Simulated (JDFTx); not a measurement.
V:

```xyz
1
Lattice="-1.5144 1.5144 1.5144 1.5144 -1.5144 1.5144 1.5144 1.5144 -1.5144" Properties=species:S:1:pos:R:3 pbc="T T T"
V     0.0000    0.0000    0.0000
```

```yaml
Program: JDFTx 1.7.0 (patched build)
Task: single point
Functional: PBEsol
Potentials_or_basis: PseudoDojo-SR-PBEsol-0.4.1-standard with smoothed tails
Cutoff: 1143 eV
Density_cutoff: 4572 eV
k_mesh: 12 × 12 × 12
Occupations: fermi-dirac, width 0.05 eV
Spin: collinear spin, ferromagnetic start
Starting_moments: "[2.0] μB"
```

On this cell: pressure -12.0 GPa; net moment 0.00 μB per cell; band gap on the k mesh none (metal or under the smearing width).

The same run follows on a disturbed copy (cell strained at random at fixed volume):

```xyz
1
Lattice="-1.5170 1.5201 1.5776 1.4987 -1.4781 1.5172 1.5066 1.4677 -1.5355" Properties=species:S:1:pos:R:3 pbc="T T T"
V    -0.0105    0.0071    0.0249
```

Q: What changes?

A: The energy (extrapolated to zero smearing) moves by +4.0 meV/atom; pressure -11.9 GPa; net moment 0.00 μB per cell; band gap on the k mesh none (metal or under the smearing width).

Stress tensor (GPa, compression positive):
```
-11.17   0.03   0.31
  0.03 -10.72  -0.39
  0.31  -0.39 -13.93
```
